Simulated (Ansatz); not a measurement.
## SnTe: single point with PBE

The system is SnTe.

```
Te Sn
1.0
     0.00000    3.15085    3.15085
     3.15085    0.00000    3.15085
     3.15085    3.15085    0.00000
Te Sn
1 1
Direct
  0.50000 0.50000 0.50000
  0.00000 0.00000 0.00000
```

| Item | Value |
| --- | --- |
| Program | Ansatz 0.2.0 |
| Task | single point |
| Functional | PBE |
| Potentials or basis | all-electron LAPW, scalar-relativistic |
| Cutoff | 185 eV (chosen from the basis error) |
| Basis error allowed | 0.001 eV/atom |
| k mesh | 7 × 7 × 7 |
| Occupations | gaussian, width 0.023 eV |
| Spin | no spin polarisation |

```yaml
Pressure: 2.2 GPa
```

Levels at points of the mesh, in eV from the Fermi level:
```
           k point  band 20  band 21  band 22  band 23  band 24  band 25  band 26  band 27
(0.00, 0.00, 0.00)    -4.77    -2.24    -2.24    -2.24     3.26     3.26     3.26     4.68
```

Wall time 6.5 s on 1 thread of Arm Neoverse V1 (shared host), peak memory 0.27 GiB.

Caveat: this odd mesh misses L, where the gap lies, so gap, dielectric constants and Born charges aren't listed. The run has no spin-orbit coupling, so splittings on Te are missing.
